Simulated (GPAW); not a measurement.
Crystal: TiO2.

```
Ti O
1.0
     4.59984    0.00000    0.00000
     0.00000    4.59984    0.00000
     0.00000    0.00000    2.95921
Ti O
2 4
Direct
  0.00000 0.00000 0.50000
  0.50000 0.50000 0.00000
  0.30432 0.30432 0.50000
  0.69568 0.69568 0.50000
  0.19568 0.80432 0.00000
  0.80432 0.19568 0.00000
```

The cell is a database's computed one.

Program: GPAW 26.7.0. Alike in all runs: task band structure; no spin polarisation; cell as given; k mesh 4 × 4 × 6; cutoff (eV) 800; smearing fermi-dirac 0.05 eV.

Problem. Order these runs on this cell by their band gap on the k mesh, lowest first.
A. level PBE+U; potentials or basis GPAW PAW data sets (gpaw-data 1.2.1), pw; U Ti d U = 3.5 eV; band points 100
B. level TPSS; potentials or basis GPAW PAW data sets (gpaw-data 1.2.1), pw; eigensolver davidson; band points 80
C. level LDA; potentials or basis the program's PAW data sets (release 1.2.1) made for this functional, pw; band points 60
D. level M06-L; potentials or basis GPAW PAW data sets (gpaw-data 1.2.1), pw; band points 100
E. level GLLB-SC; potentials or basis the program's PAW data sets (release 1.2.1) made for this functional, pw; band points 80

Solution. C (1.79 eV), B (1.99 eV), D (2.14 eV), A (2.43 eV), E (3.78 eV).

Caveats: the GLLB-SC gap is the Kohn-Sham gap of the path plus the derivative discontinuity (some runs); a model potential gives levels but no total energy (some runs).

A k mesh can miss the band edges.

Not every run made on this cell is shown here.
